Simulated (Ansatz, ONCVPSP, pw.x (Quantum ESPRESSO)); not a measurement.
## Co (Z = 27): does the ONCV potential hold in the solid?

```
Element                 : Co (Z = 27)
Generator               : ONCVPSP 4.0.1.1 (patched build)
Type                    : optimised norm-conserving Vanderbilt (ONCV)
Functional              : PBE
Relativity              : scalar-relativistic
Frozen core             : [Ar]
Valence charge          : 9
Reference configuration : 3d7 4s1.5 (charge +0.5)
Partial waves           : 4s: rc 2.30 bohr, ncon 4, nbas 7, qcut 2.4 1/bohr, 2 projectors, debl 1.8 Ha; p scattering state at 0.07 Ha: rc 2.10 bohr, ncon 4, nbas 9, qcut 4.5 1/bohr, 2 projectors, debl 1.6 Ha; 3d: rc 1.55 bohr, ncon 4, nbas 8, qcut 9.8 1/bohr, 1 projector
Local potential         : polynomial inside 1.25 bohr (lpopt 4, dvloc0 6 Ha)
Core correction         : Teter function, fcfact 5.5, rcfact 1.55
```

In the p channel the program set the typed energies aside and used 0.050, 1.650 Ha.

Atomic tests: cutoffs needed: 40 Ha and 44 Ha (the cutoffs (Ha) at which the residual kinetic energy of the hardest occupied pseudo-wave falls to 1 and 0.1 mHa per electron); ghost test: no bound ghost flagged; no localised positive-energy state flagged; largest excitation error: -1442 meV (all-electron minus pseudo) for 3d5 4s0, out of 4 test configurations.

Crystal test: fcc Co in pw.x 7.5, no spin, 16³ k-points, Fermi–Dirac smearing 0.01 Ry, cutoffs 105/420 Ry. The reference is all-electron LAPW (Ansatz 0.2.0) with the same functional, mesh and smearing; V0 and B0 come from Birch–Murnaghan fits to the pressures at five volumes. Errors are pseudo minus all-electron; Δ is the rms difference of the E(V) curves that follow from these fits, minima aligned, over ±6 % about the mean V0. Mesh and smearing are coarse, so the numbers serve the comparison and aren't converged zero-temperature values; the lattice is a test structure that the element need not adopt. Spin polarisation and strong correlation are left out, which matters for this element.

All-electron: a0 = 3.461 Å (V0 = 10.36 Å³/atom), B0 = 248.3 GPa.

Problem. How far does the potential miss the all-electron equation of state?

Solution. mean pressure error (GPa): +4.78; a0 (Å): 3.483; a0 error (%): +0.64; B0 error (%): -2.7; Δ (meV/atom): 10.7. This is a poor potential for the solid.

```csv
V (Å³/atom),P all-electron (GPa),P pseudo (GPa)
9.863,13.76,19.26
10.122,6.11,11.27
10.382,-0.50,4.29
10.642,-6.23,-1.81
10.901,-11.17,-7.13
```

Problem. At the middle volume, how do free energy and pressure move when the wave cutoff is lowered (ecutrho kept at four times it)?

Solution.

```csv
cutoff (Ry),shift of F (meV/atom),shift of P (GPa)
47,+33925.8,-1731.14
63,+4235.8,-424.30
84,+62.6,-14.11
```

The run at the middle volume (145 k-points, 8 iterations) took about 11 s on one core of a shared host (AMD EPYC 9R45 96-Core Processor, 96 threads, 376 GiB, load 34).
